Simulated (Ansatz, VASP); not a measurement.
**ZrC in VASP and in Ansatz**

File INCAR:

```
SYSTEM = ZrC
ALGO     = Normal         ! electronic algorithm
EDIFF    = 1E-6           ! SCF threshold, eV
ENCUT    = 520            ! plane-wave cutoff, eV
GGA      = PS             ! functional
ISIF     = 2              ! what is computed and relaxed
ISMEAR   = 0              ! smearing method
LASPH    = .TRUE.         ! aspherical terms in the spheres
LCHARG   = .FALSE.        ! write CHGCAR
LREAL    = .FALSE.        ! projectors in reciprocal space
LWAVE    = .FALSE.        ! write WAVECAR
NBANDS   = 15             ! bands
NELM     = 60             ! most SCF steps
PREC     = Accurate       ! precision mode
SIGMA    = 0.15           ! smearing width, eV
```

Contents of KPOINTS:

```
k-points
0
G
  18 18 18
  0 0 0
```

The input POSCAR:

```
ZrC
1.0
    0.0000000000      2.3854631500      2.3149568500
    2.3854631500      0.0000000000      2.3149568500
    2.3854631500      2.3854631500      0.0000000000
Zr C
1 1
Direct
    0.5000000000      0.5000000000      0.5000000000
    0.0000000000      0.0000000000      0.0000000000
```

Input for Ansatz:

```yaml
crystal:
  lattice:
    - [0.0, 2.38546315, 2.31495685]
    - [2.38546315, 0.0, 2.31495685]
    - [2.38546315, 2.38546315, 0.0]
  atoms:
    - { symbol: Zr, position: [0.5, 0.5, 0.5] }
    - { symbol: C, position: [0.0, 0.0, 0.0] }
basis:
  ecutwfc: 420
kpoints:
  mp_grid: { grid: [18, 18, 18] }
hamiltonian:
  xc: pbesol
scf:
  occupations: { method: gaussian, width: 0.15 }
output:
  forces: true
  stress: true
  eigenvalues: true
```

Change from the starting cell: strain +0.015 along x and y, -0.015 along z, atoms carried along.

Alike in both runs: task single point; functional PBEsol; k mesh 18 × 18 × 18; occupations gaussian, width 0.15 eV; no spin polarisation.

|  | VASP | Ansatz |
| --- | --- | --- |
| version | VASP 6.6.1 | Ansatz 0.2.0 |
| potentials or method | VASP PAW PBE potentials, release 64 (Zr_sv, C) | scalar-relativistic, plane waves, PAW |
| plane-wave cutoff (eV) | 520 | 420 |
| valence electrons in the cell | 16 | 16 |

VASP gave:

```
gap on the k mesh at the Fermi level (eV)       : none
pressure (GPa)                                  : -6.9
largest component of the traceless stress (GPa) : 7.01
```

What did Ansatz give for the same quantities?

gap on the k mesh at the Fermi level (eV): none; pressure (GPa): -7.3; largest component of the traceless stress (GPa): 6.96.

A gap of «none» marks a metal or a gap that the smearing closes. The functional is the same, so the differences come from potentials, cutoffs and numerics.

Caveats: the PAW data sets were made with another functional, which shifts forces and pressure a little (VASP).
